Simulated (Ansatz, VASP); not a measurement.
## NaH: VASP beside Ansatz

```
Na H
1.0
     0.00000    2.62263    2.62263
     2.62263    0.00000    2.62263
     2.62263    2.62263    0.00000
Na H
1 1
Direct
  0.00000 0.00000 0.00000
  0.25000 0.25000 0.25000
```

Alike in both runs: task single point; functional r2SCAN; k mesh 8 × 8 × 8; no spin polarisation.

|  | VASP | Ansatz |
| --- | --- | --- |
| version | VASP 6.6.1 | Ansatz 0.2.0 |
| potentials or method | VASP PAW PBE potentials, release 64 (Na_pv, H) | plane waves, PAW |
| plane-wave cutoff (eV) | 520 | 500 |
| occupations | gaussian, width 0.01 eV | fixed |
| valence electrons in the cell | 8 | 10 |

```tsv
	VASP	Ansatz	Ansatz less VASP
gap on the k mesh at the Fermi level (eV)	4.02	4.02	-0.001
pressure (GPa)	-0.6	-0.5	+0.13
```

The two sets of potentials don't hold the same shells in valence.

Caveats: the PAW data sets were made with another functional, which shifts forces and pressure a little (VASP). r2SCAN opens gaps a little over a GGA but as a rule still falls short of measured ones. A k mesh can miss the band edges.
